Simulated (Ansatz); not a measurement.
(001) slab of rocksalt PbSe, 15.2 Å thick as cut, bare faces

Ansatz, PAW, plane waves, no spin–orbit coupling unless named; atoms relaxed with PBEsol, the curve by HSE06. The curve holds the local part of the PAW potentials, so its shape inside matter depends on the files.

```
Se Pb
1.0
     3.05000    3.05000    0.00000
    -3.05000    3.05000    0.00000
     0.00000    0.00000   28.25000
Se Pb
6 6
Direct
  0.49756 0.50175 0.23258
  0.49861 0.50071 0.44768
  0.50018 0.50091 0.66424
  0.99993 0.99968 0.33649
  0.00054 0.00053 0.55306
  0.99992 0.00084 0.76817
  0.99764 0.00229 0.23505
  0.99971 0.00101 0.44832
  0.00154 0.00082 0.66564
  0.49841 0.50137 0.33501
  0.50174 0.50071 0.55226
  0.50328 0.50047 0.76559
```

Planar mean of the electrostatic potential energy along the normal, from the vacuum level:

```json
{"z (Å)": "0.00", "v (eV)": "0.00"}
{"z (Å)": "0.29", "v (eV)": "0.00"}
{"z (Å)": "0.74", "v (eV)": "0.00"}
{"z (Å)": "1.03", "v (eV)": "0.00"}
{"z (Å)": "1.32", "v (eV)": "0.00"}
{"z (Å)": "1.77", "v (eV)": "0.00"}
{"z (Å)": "2.06", "v (eV)": "-0.01"}
{"z (Å)": "2.35", "v (eV)": "-0.01"}
{"z (Å)": "2.65", "v (eV)": "-0.01"}
{"z (Å)": "3.09", "v (eV)": "-0.01"}
{"z (Å)": "3.38", "v (eV)": "-0.02"}
{"z (Å)": "3.68", "v (eV)": "-0.02"}
{"z (Å)": "4.12", "v (eV)": "-0.06"}
{"z (Å)": "4.41", "v (eV)": "-0.13"}
{"z (Å)": "4.71", "v (eV)": "-0.28"}
{"z (Å)": "5.15", "v (eV)": "-0.94"}
{"z (Å)": "5.44", "v (eV)": "-2.15"}
{"z (Å)": "5.74", "v (eV)": "-5.40"}
{"z (Å)": "6.03", "v (eV)": "-10.17"}
{"z (Å)": "6.47", "v (eV)": "-13.03"}
{"z (Å)": "6.77", "v (eV)": "-13.11"}
{"z (Å)": "7.06", "v (eV)": "-11.91"}
{"z (Å)": "7.50", "v (eV)": "-5.53"}
{"z (Å)": "7.80", "v (eV)": "-2.64"}
{"z (Å)": "8.09", "v (eV)": "-2.14"}
{"z (Å)": "8.53", "v (eV)": "-4.76"}
{"z (Å)": "8.83", "v (eV)": "-9.68"}
{"z (Å)": "9.12", "v (eV)": "-12.62"}
{"z (Å)": "9.42", "v (eV)": "-13.34"}
{"z (Å)": "9.86", "v (eV)": "-12.33"}
{"z (Å)": "10.15", "v (eV)": "-9.14"}
{"z (Å)": "10.45", "v (eV)": "-4.28"}
{"z (Å)": "10.89", "v (eV)": "-1.59"}
{"z (Å)": "11.18", "v (eV)": "-1.48"}
{"z (Å)": "11.48", "v (eV)": "-2.41"}
{"z (Å)": "11.92", "v (eV)": "-8.04"}
{"z (Å)": "12.21", "v (eV)": "-11.88"}
{"z (Å)": "12.51", "v (eV)": "-13.20"}
{"z (Å)": "12.80", "v (eV)": "-13.25"}
{"z (Å)": "13.24", "v (eV)": "-10.57"}
{"z (Å)": "13.54", "v (eV)": "-5.74"}
{"z (Å)": "13.83", "v (eV)": "-2.63"}
{"z (Å)": "14.27", "v (eV)": "-2.05"}
{"z (Å)": "14.57", "v (eV)": "-3.54"}
{"z (Å)": "14.86", "v (eV)": "-8.00"}
{"z (Å)": "15.30", "v (eV)": "-12.80"}
{"z (Å)": "15.60", "v (eV)": "-13.33"}
{"z (Å)": "15.89", "v (eV)": "-12.83"}
{"z (Å)": "16.18", "v (eV)": "-10.54"}
{"z (Å)": "16.63", "v (eV)": "-3.67"}
{"z (Å)": "16.92", "v (eV)": "-1.85"}
{"z (Å)": "17.21", "v (eV)": "-1.40"}
{"z (Å)": "17.66", "v (eV)": "-2.68"}
{"z (Å)": "17.95", "v (eV)": "-6.27"}
{"z (Å)": "18.24", "v (eV)": "-10.87"}
{"z (Å)": "18.69", "v (eV)": "-13.26"}
{"z (Å)": "18.98", "v (eV)": "-13.18"}
{"z (Å)": "19.27", "v (eV)": "-11.70"}
{"z (Å)": "19.57", "v (eV)": "-7.50"}
{"z (Å)": "20.01", "v (eV)": "-2.51"}
{"z (Å)": "20.30", "v (eV)": "-2.15"}
{"z (Å)": "20.60", "v (eV)": "-3.44"}
{"z (Å)": "21.04", "v (eV)": "-10.08"}
{"z (Å)": "21.33", "v (eV)": "-12.64"}
{"z (Å)": "21.63", "v (eV)": "-13.16"}
{"z (Å)": "22.07", "v (eV)": "-11.81"}
{"z (Å)": "22.36", "v (eV)": "-8.25"}
{"z (Å)": "22.66", "v (eV)": "-3.53"}
{"z (Å)": "22.95", "v (eV)": "-1.48"}
{"z (Å)": "23.39", "v (eV)": "-0.41"}
{"z (Å)": "23.69", "v (eV)": "-0.17"}
{"z (Å)": "23.98", "v (eV)": "-0.07"}
{"z (Å)": "24.42", "v (eV)": "-0.01"}
{"z (Å)": "24.72", "v (eV)": "0.00"}
{"z (Å)": "25.01", "v (eV)": "0.00"}
{"z (Å)": "25.45", "v (eV)": "0.01"}
{"z (Å)": "25.75", "v (eV)": "0.01"}
{"z (Å)": "26.04", "v (eV)": "0.01"}
{"z (Å)": "26.34", "v (eV)": "0.00"}
{"z (Å)": "26.78", "v (eV)": "0.00"}
{"z (Å)": "27.07", "v (eV)": "0.00"}
{"z (Å)": "27.37", "v (eV)": "0.00"}
{"z (Å)": "27.81", "v (eV)": "0.00"}
{"z (Å)": "28.10", "v (eV)": "0.00"}
```

Problem. How far below the vacuum level do the top filled and the lowest empty level lie, by each functional?

Solution. PBEsol: 4.54 and 3.73 eV (gap 0.81 eV, a 6×6×1 mesh); HSE06: 4.70 and 3.43 eV (gap 1.27 eV, a 4×4×1 mesh). Either level can be a surface state and not a band edge of the crystal.
